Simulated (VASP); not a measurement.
# AlN (P6_3mc) in VASP: further runs

One crystal, AlN, is run at these levels: LDA; tasks: relaxation of cell and atoms.

Program: VASP 6.6.1. These are calculated values, not measurements. Logs are shortened: lines on timing, memory, paths and dates and some standing lists are left out, and cuts for length are marked.

## Step 1: Starting point

It takes space group P6_3mc (No. 186, hexagonal). The conventional cell has a = 3.113 Å, b = 3.113 Å, c = 4.981 Å, α = 90.00°, β = 90.00°, γ = 120.00°. Around Al (site symmetry 3m) lie 4 N at 1.89 Å. N (site symmetry 3m) is surrounded by 4 Al at 1.89 Å.

## Step 2: Relaxation of cell and atoms, LDA

The input, INCAR:

```
SYSTEM = AlN
  PREC = Accurate
  ENCUT = 520
  EDIFF = 1E-7
  ISMEAR = 0
  SIGMA = 0.02
  LREAL = .False.
  LASPH = .True.
  NELM = 60
  ALGO = Normal
  ISIF = 3
  LWAVE = .False.
  LCHARG = .False.
  GGA = CA
  IBRION = 2
  NSW = 80
  EDIFFG = -0.002
  KPAR = 4
```

The input, KPOINTS:

```
regular mesh
0
Gamma
  12 12 6
  0 0 0
```

The input, POSCAR:

```
AlN
1.0
    3.1130000000      0.0000000000      0.0000000000
   -1.5565000000      2.6959370800      0.0000000000
    0.0000000000      0.0000000000      4.9810000000
Al N
2 2
Direct
    0.3333333300      0.6666666700      0.0000000000
    0.6666666700      0.3333333300      0.5000000000
    0.3333333300      0.6666666700      0.3800000000
    0.6666666700      0.3333333300      0.8800000000
```

Potentials or basis: VASP PAW LDA potentials, release 64 (Al, N).

The run is started by

```
> cat potpaw_LDA.64/Al/POTCAR potpaw_LDA.64/N/POTCAR > POTCAR
> mpirun -np 4 vasp_std > vasp.out
```

OUTCAR:

```text
SYSTEM = AlN
   PREC = Accurate
   ENCUT = 520
   EDIFF = 1E-7
   ISMEAR = 0
   LREAL = .False.
   LASPH = .True.
   NELM = 60
   ISIF = 3
   GGA = CA
   IBRION = 2
   NSW = 80
   EDIFFG = -0.002

 ion  position               nearest neighbor table
   1  0.333  0.667  0.000-   3 1.89   4 1.89   4 1.89   4 1.89   2 3.07   2 3.07   2 3.07   2 3.07
                             2 3.07   2 3.07
   2  0.667  0.333  0.500-   4 1.89   3 1.89   3 1.89   3 1.89   1 3.07   1 3.07   1 3.07   1 3.07
                             1 3.07   1 3.07
   3  0.333  0.667  0.380-   1 1.89   2 1.89   2 1.89   2 1.89
   4  0.667  0.333  0.880-   2 1.89   1 1.89   1 1.89   1 1.89

  LATTYP: Found a hexagonal cell.
 ALAT       =     3.1130000000
 C/A-ratio  =     1.6000642467

  Lattice vectors:

 A1 = (   3.1130000000,   0.0000000000,   0.0000000000)
 A2 = (  -1.5565000000,   2.6959370800,   0.0000000000)
 A3 = (   0.0000000000,   0.0000000000,   4.9810000000)

Analysis of symmetry for initial positions (statically):
=====================================================================
 Subroutine PRICEL returns:
 Original cell was already a primitive cell.

 Routine SETGRP: Setting up the symmetry group for a
 hexagonal supercell.

 Subroutine GETGRP returns: Found 12 space group operations
 (whereof  6 operations were pure point group operations)
 out of a pool of 24 trial point group operations.

The static configuration has the point symmetry C_3v.
 The point group associated with its full space group is C_6v.

Analysis of symmetry for dynamics (positions and initial velocities):
=====================================================================
 Subroutine PRICEL returns:
 Original cell was already a primitive cell.

 Routine SETGRP: Setting up the symmetry group for a
 hexagonal supercell.

 Subroutine GETGRP returns: Found 12 space group operations
 (whereof  6 operations were pure point group operations)
 out of a pool of 24 trial point group operations.

The dynamic configuration has the point symmetry C_3v.
 The point group associated with its full space group is C_6v.

 Subroutine INISYM returns: Found 12 space group operations
 (whereof  6 operations are pure point group operations),
 and found     1 'primitive' translations

----------------------------------------------------------------------------------------

                                     Primitive cell

  volume of cell :      41.8028

  direct lattice vectors                    reciprocal lattice vectors
     3.113000000  0.000000000  0.000000000     0.321233537  0.185464269  0.000000000
    -1.556500000  2.695937080  0.000000000     0.000000000  0.370928538  0.000000000
     0.000000000  0.000000000  4.981000000     0.000000000  0.000000000  0.200762899

  length of vectors
     3.113000000  3.112999998  4.981000000     0.370928538  0.370928538  0.200762899

  position of ions in fractional coordinates (direct lattice)
     0.333333330  0.666666670  0.000000000
     0.666666670  0.333333330  0.500000000
     0.333333330  0.666666670  0.380000000
     0.666666670  0.333333330  0.880000000

  ion indices of the primitive-cell ions
   primitive index   ion index
                 1           1
                 2           2
                 3           3
                 4           4

----------------------------------------------------------------------------------------

 KPOINTS: regular mesh

Automatic generation of k-mesh.
 Grid dimensions read from file:
 generate k-points for:   12   12    6

 Generating k-lattice:

  Cartesian coordinates                     Fractional coordinates (reciprocal lattice)
     0.026769461  0.015455356  0.000000000     0.083333333 -0.000000000  0.000000000
     0.000000000  0.030910712  0.000000000     0.000000000  0.083333333  0.000000000
     0.000000000  0.000000000  0.033460483     0.000000000  0.000000000  0.166666667

  Length of vectors
     0.030910711  0.030910712  0.033460483

  Shift w.r.t. Gamma in fractional coordinates (k-lattice)
     0.000000000  0.000000000  0.000000000

 Subroutine IBZKPT returns following result:
 ===========================================

 Found     76 irreducible k-points:

 Following reciprocal coordinates:
            Coordinates               Weight
  0.000000  0.000000  0.000000      1.000000
  0.083333  0.000000  0.000000      6.000000
  0.166667  0.000000  0.000000      6.000000
  0.250000  0.000000  0.000000      6.000000
  0.333333  0.000000  0.000000      6.000000
  0.416667  0.000000  0.000000      6.000000
[... 16 lines left out ...]
  0.250000  0.000000  0.166667     12.000000
  0.333333  0.000000  0.166667     12.000000
 [... further k-points ...]
   k-points           NKPTS =     76   k-points in BZ     NKDIM =     76   number of bands    NBANDS=     12
   number of dos      NEDOS =    301   number of ions     NIONS =      4
   total plane-waves  NPLWV =  23040
   dimension x,y,z NGX =    24 NGY =   24 NGZ =   40
   dimension x,y,z NGXF=    48 NGYF=   48 NGZF=   80
   ions per type =               2   2
   NGX,Y,Z   is equivalent  to a cutoff of  12.82, 12.82, 13.35 a.u.
   NGXF,Y,Z  is equivalent  to a cutoff of  25.63, 25.63, 26.70 a.u.
 SYSTEM =  AlN
   PREC   = accura    normal or accurate (medium, high low for compatibility)
   ISTART =      0    job   : 0-new  1-cont  2-samecut
   ICHARG =      2    charge: 1-file 2-atom 10-const
   ISPIN  =      1    spin polarized calculation?
   LNONCOLLINEAR =      F non collinear calculations
   LSORBIT =      F    spin-orbit coupling
   LASPH  =      T    aspherical Exc in radial PAW
   ENCUT  =  520.0 eV  38.22 Ry    6.18 a.u.   5.79  5.79  9.26*2*pi/ulx,y,z
   NELM   =     60;   NELMIN=  2; NELMDL= -5     # of ELM steps
   EDIFF  = 0.1E-06   stopping-criterion for ELM
   LREAL  =      F    real-space projection
   EDIFFG = -.2E-02   stopping-criterion for IOM
   NSW    =     80    number of steps for IOM
   IBRION =      2    ionic relax: 0-MD 1-quasi-New 2-CG
   NFREE  =      1    steps in history (QN), initial steepest desc. (CG)
   ISIF   =      3    stress and relaxation
   ISYM   =      2    0-nonsym 1-usesym 2-fastsym
   POTIM  = 0.5000    time-step for ionic-motion
   TEBEG  =    0.0;   TEEND  =   0.0 temperature during run
   PSTRESS=    0.0 pullay stress
   NELECT =      16.0000    total number of electrons
   NUPDOWN=      -1.0000    fix difference up-down
   EMIN   =  10.00;   EMAX   =-10.00  energy-range for DOS
   EFERMI =   0.00;   METHOD = LEGACY
   ISMEAR =     0;   SIGMA  =   0.02  broadening in eV -4-tet -1-fermi 0-gaus
   EFERMI_NEDOS =   21; number of points for ismear=-14 and -15
   IALGO  =     38    algorithm
   IMIX   =      4    mixing-type and parameters
     AMIX     =   0.40;   BMIX     =  1.00
     AMIX_MAG =   1.60;   BMIX_MAG =  1.00
  volume/ion in A,a.u.               =      10.45        70.52
  Fermi-wavevector in a.u.,A,eV,Ry     =   1.188629  2.246183 19.222843  1.412839
  Thomas-Fermi vector in A             =   2.324754
   LORBIT       =      0    0 simple, 1 ext, 2 COOP (PROOUT), +10 PAW based schemes
   GGA     = CA    functional components
   LHFCALC =     F    Hartree Fock is set to
   AEXX    =    0.0000 exact exchange contribution
   IVDW    =     0    specifies the selected vdW correction
   LEPSILON=     F    determine dielectric tensor
   LRPA    =     F    only Hartree local field effects (RPA)
 conjugate gradient relaxation of ions
 non-spin polarized calculation
 Gauss-broadening in eV      SIGMA  =   0.02
  energy-cutoff  :      520.00
  volume of cell :       41.80
 maximum number of plane-waves:      1152
 NGX is ok and might be reduce to    24
   NGX = 11   NGY = 11   NGZ = 19

--------------------------------------- Ionic step        1  -------------------------------------------

 number of electron      16.0000000 magnetization

 Free energy of the ion-electron system (eV)
  ---------------------------------------------------
  ext. energy  EPLUGINS =         0.00000000
  ---------------------------------------------------
  free energy    TOTEN  =       -32.82975060 eV

  energy without entropy =      -32.82975060  energy(sigma->0) =      -32.82975060

------------------------ aborting loop because EDIFF is reached ----------------------------------------

  FORCE on cell =-STRESS in cart. coord.  units (eV):
  Direction    XX          YY          ZZ          XY          YZ          ZX
  --------------------------------------------------------------------------------------
  -------------------------------------------------------------------------------------
  Total       -1.2153156     -1.2153156     -0.7690111      0.0000000      0.0000000      0.0000000
  in kB      -46.5794385    -46.5794384    -29.4739100      0.0000000      0.0000000      0.0000000
  external PRESSURE =     -40.8775956 kB  Pullay stress =       0.0000000 kB
[... 251 lines left out ...]
  energy  without entropy=      -32.8418067732  energy(sigma->0) =      -32.84180677

--------------------------------------- Ionic step        8  -------------------------------------------

 number of electron      15.9999997 magnetization

 Free energy of the ion-electron system (eV)
  ---------------------------------------------------
  ext. energy  EPLUGINS =         0.00000000
  ---------------------------------------------------
  free energy    TOTEN  =       -32.84181754 eV

  energy without entropy =      -32.84181754  energy(sigma->0) =      -32.84181754

 E-fermi :   6.1889     XC(G=0): -11.3299

 val. band max:        6.0845061209   @ k =   0.0000   0.0000   0.0000
 cond. band min:      10.4812564324   @ k =   0.0000   0.0000   0.0000
 fundamental gap:      4.3967503115
 Fermi energy:         6.1888807506

 k-point     1 :       0.0000    0.0000    0.0000
  band No.  band energies     occupation
      1      -9.0696      2.00000
      2      -6.7857      2.00000
      3      -0.0555      2.00000
      4       5.1966      2.00000
      5       5.1966      2.00000
      6       5.8573      2.00000
      7       5.8573      2.00000
      8       6.0845      2.00000
      9      10.4813      0.00000
     10      12.7886      0.00000
     11      16.7156      0.00000
     12      17.1604      0.00000
[... 331 lines left out ...]
 k-point    24 :       0.3333    0.0000    0.1667
  band No.  band energies     occupation
      1      -7.6758      2.00000
      2      -6.3517      2.00000
      3       1.0620      2.00000
      4       2.0744      2.00000
      5       2.6724      2.00000
      6       4.2645      2.00000
      7       5.2712      2.00000
      8       5.4082      2.00000
      9      11.9034      0.00000
     10      12.6721      0.00000
     11      14.6212      0.00000
     12      16.2392      0.00000

 [... further k-points ...]

------------------------ aborting loop because EDIFF is reached ----------------------------------------

  FORCE on cell =-STRESS in cart. coord.  units (eV):
  Direction    XX          YY          ZZ          XY          YZ          ZX
  --------------------------------------------------------------------------------------
  -------------------------------------------------------------------------------------
  Total       -0.0009362     -0.0009362      0.0031374      0.0000000      0.0000000      0.0000000
  in kB       -0.0366131     -0.0366131      0.1227034      0.0000000      0.0000000      0.0000000
  external PRESSURE =       0.0164924 kB  Pullay stress =       0.0000000 kB
[... 19 lines left out ...]
  FREE ENERGIE OF THE ION-ELECTRON SYSTEM (eV)
  ---------------------------------------------------
  free  energy   TOTEN  =       -32.8418175368 eV

  energy  without entropy=      -32.8418175368  energy(sigma->0) =      -32.84181754

 reached required accuracy - stopping structural energy minimisation
```

Run time: 55 s. Hardware: 4 MPI ranks of AMD EPYC 7R43 (Zen 3), shared host; peak memory 0.12 GiB.

What came out:

```
Free energy                            : -32.8418 eV
Relaxed volume                         : 10.24 Å³/atom
Relaxed cell                           : a = 3.092 Å, b = 3.092 Å, c = 4.948 Å, α = 90.00°, β = 90.00°, γ = 120.00°
Space group after relaxing (to 0.05 Å) : P6_3mc (No. 186)
Energy gained by relaxing              : 3.0 meV/atom
Ionic steps                            : 8
Pressure after relaxing                : 0.0 GPa
Band gap on the k mesh                 : 4.40 eV, direct
```

Step by step:
```
step  energy change (eV)  largest force (eV/Å)  pressure (GPa)  volume (Å³)
   1              0.0000                0.1193           -4.09        41.80
   2             -0.0010                0.0856            4.16        40.21
   3             -0.0119                0.0192           -0.02        40.98
   4             -0.0119                0.0172            0.07        40.96
   5             -0.0120                0.0113            0.09        40.95
   6             -0.0121                0.0057            0.10        40.95
   7             -0.0121                0.0071           -0.11        40.99
   8             -0.0121                0.0003            0.00        40.97
```

Final structure:
```yaml
crystal:
  lattice:
    - [3.09182, 0.00000, 0.00000]
    - [-1.54591, 2.67759, 0.00000]
    - [0.00000, 0.00000, 4.94843]
  atoms:
    - { symbol: Al, position: [0.33333, 0.66667, 0.99902] }
    - { symbol: Al, position: [0.66667, 0.33333, 0.49902] }
    - { symbol: N, position: [0.33333, 0.66667, 0.38098] }
    - { symbol: N, position: [0.66667, 0.33333, 0.88098] }
```

A k mesh can miss the band edges. Zero-point motion and thermal expansion aren't in these numbers.

## Step 3: Relaxation of cell and atoms, LDA

This run uses another cell than the first one, of 10.24 Å³/atom, 0.980 times its volume.

INCAR is that of step 2.

KPOINTS is that of step 2.

The input, POSCAR:

```
AlN                                     
1.0
    3.0918179701      0.0000000000      0.0000000000
   -1.5459089850      2.6775929040     -0.0000000000
   -0.0000000000      0.0000000000      4.9484331530
  Al              N             
     2     2
Direct
     0.3333333300000021    0.6666666699999979    0.9990168638596384
     0.6666666699999979    0.3333333300000021    0.4990168638596386
     0.3333333300000021    0.6666666699999979    0.3809831361403640
     0.6666666699999979    0.3333333300000021    0.8809831361403642
```

Potentials or basis: VASP PAW LDA potentials, release 64 (Al, N).

The run is started by

```
> cat potpaw_LDA.64/Al/POTCAR potpaw_LDA.64/N/POTCAR > POTCAR
> mpirun -np 4 vasp_std > vasp.out
```

OUTCAR:

```text
SYSTEM = AlN
   PREC = Accurate
   ENCUT = 520
   EDIFF = 1E-7
   ISMEAR = 0
   LREAL = .False.
   LASPH = .True.
   NELM = 60
   ISIF = 3
   GGA = CA
   IBRION = 2
   NSW = 80
   EDIFFG = -0.002

 ion  position               nearest neighbor table
   1  0.333  0.667  0.999-   4 1.88   4 1.88   4 1.88   3 1.89   2 3.05   2 3.05   2 3.05   2 3.05
                             2 3.05   2 3.05
   2  0.667  0.333  0.499-   3 1.88   3 1.88   3 1.88   4 1.89   1 3.05   1 3.05   1 3.05   1 3.05
                             1 3.05   1 3.05
   3  0.333  0.667  0.381-   2 1.88   2 1.88   2 1.88   1 1.89
   4  0.667  0.333  0.881-   1 1.88   1 1.88   1 1.88   2 1.89

  LATTYP: Found a hexagonal cell.
 ALAT       =     3.0918179701
 C/A-ratio  =     1.6004930435

  Lattice vectors:

 A1 = (   3.0918179701,   0.0000000000,   0.0000000000)
 A2 = (  -1.5459089850,   2.6775929040,   0.0000000000)
 A3 = (   0.0000000000,   0.0000000000,   4.9484331530)

Analysis of symmetry for initial positions (statically):
=====================================================================
 Subroutine PRICEL returns:
 Original cell was already a primitive cell.

[... 197 lines left out ...]
     11      16.7155      0.00000
     12      17.1604      0.00000
[... 331 lines left out ...]
 k-point    24 :       0.3333    0.0000    0.1667
  band No.  band energies     occupation
      1      -7.6758      2.00000
      2      -6.3516      2.00000
      3       1.0620      2.00000
      4       2.0744      2.00000
      5       2.6724      2.00000
      6       4.2645      2.00000
      7       5.2711      2.00000
      8       5.4082      2.00000
      9      11.9034      0.00000
     10      12.6721      0.00000
     11      14.6212      0.00000
     12      16.2393      0.00000

 [... further k-points ...]

------------------------ aborting loop because EDIFF is reached ----------------------------------------

  FORCE on cell =-STRESS in cart. coord.  units (eV):
  Direction    XX          YY          ZZ          XY          YZ          ZX
  --------------------------------------------------------------------------------------
  -------------------------------------------------------------------------------------
  Total       -0.0031385     -0.0031385      0.0009932     -0.0000000      0.0000000      0.0000000
  in kB       -0.1227439     -0.1227439      0.0388430     -0.0000000      0.0000000      0.0000000
  external PRESSURE =      -0.0688816 kB  Pullay stress =       0.0000000 kB

 VOLUME and BASIS-vectors are now :
 -----------------------------------------------------------------------------
  energy-cutoff  :      520.00
  volume of cell :       40.97
      direct lattice vectors                 reciprocal lattice vectors
     3.091817970  0.000000000  0.000000000     0.323434306  0.186734884  0.000000000
    -1.545908985  2.677592904  0.000000000     0.000000000  0.373469768  0.000000000
     0.000000000  0.000000000  4.948433153     0.000000000  0.000000000  0.202084169

 POSITION                                       TOTAL-FORCE (eV/Angst)
 -----------------------------------------------------------------------------------
     -0.00000      1.78506      4.94357         0.000000      0.000000      0.000341
      1.54591      0.89253      2.46935        -0.000000      0.000000      0.000341
     -0.00000      1.78506      1.88527        -0.000000      0.000000     -0.000341
      1.54591      0.89253      4.35949         0.000000     -0.000000     -0.000341
 -----------------------------------------------------------------------------------
    total drift:                               -0.000008      0.000005     -0.000668

  FREE ENERGIE OF THE ION-ELECTRON SYSTEM (eV)
  ---------------------------------------------------
  free  energy   TOTEN  =       -32.8413747531 eV

  energy  without entropy=      -32.8413747531  energy(sigma->0) =      -32.84137475

 reached required accuracy - stopping structural energy minimisation
```

OSZICAR:

```text
N       E                     dE             d eps       ncg     rms          rms(c)
DAV:   1     0.491317752714E+02    0.49132E+02   -0.76788E+03  1832   0.119E+03
DAV:   2    -0.341958933538E+02   -0.83328E+02   -0.77087E+02  2724   0.214E+02
DAV:   3    -0.379477377511E+02   -0.37518E+01   -0.37305E+01  2380   0.486E+01
DAV:   4    -0.379736374936E+02   -0.25900E-01   -0.25893E-01  2108   0.488E+00
DAV:   5    -0.379739439226E+02   -0.30643E-03   -0.30642E-03  2312   0.525E-01    0.124E+01
DAV:   6    -0.329603099203E+02    0.50136E+01   -0.18194E+01  2148   0.321E+01    0.445E+00
DAV:   7    -0.328992063984E+02    0.61104E-01   -0.58779E-01  2096   0.572E+00    0.278E+00
DAV:   8    -0.328454273162E+02    0.53779E-01   -0.79908E-02  2020   0.285E+00    0.364E-01
DAV:   9    -0.328412775371E+02    0.41498E-02   -0.12448E-02  2280   0.812E-01    0.208E-01
DAV:  10    -0.328414146586E+02   -0.13712E-03   -0.66388E-04  2088   0.201E-01    0.103E-01
DAV:  11    -0.328413750349E+02    0.39624E-04   -0.97221E-05  2160   0.853E-02    0.196E-02
DAV:  12    -0.328413749424E+02    0.92496E-07   -0.11651E-06  2236   0.920E-03    0.593E-03
DAV:  13    -0.328413747354E+02    0.20702E-06   -0.12684E-06  2176   0.870E-03    0.691E-04
DAV:  14    -0.328413747531E+02   -0.17657E-07   -0.19422E-08  1024   0.127E-03
   1 F= -.32841375E+02 E0= -.32841375E+02  d E =-.328414E+02
```

Run time: 14 s. Hardware: 4 MPI ranks of AMD EPYC 7R43 (Zen 3), shared host; peak memory 0.12 GiB.

What came out:

* Free energy: -32.8414 eV
* Pressure after relaxing: 0.0 GPa
* Band gap on the k mesh: 4.40 eV, direct

Final structure:
```xyz
4
Lattice="3.0918 0.0000 0.0000 -1.5459 2.6776 0.0000 0.0000 0.0000 4.9484" Properties=species:S:1:pos:R:3 pbc="T T T"
Al    0.0000    1.7851    4.9436
Al    1.5459    0.8925    2.4694
N     0.0000    1.7851    1.8853
N     1.5459    0.8925    4.3595
```

Caveat: the relaxation stopped at its first step, so nothing moved.
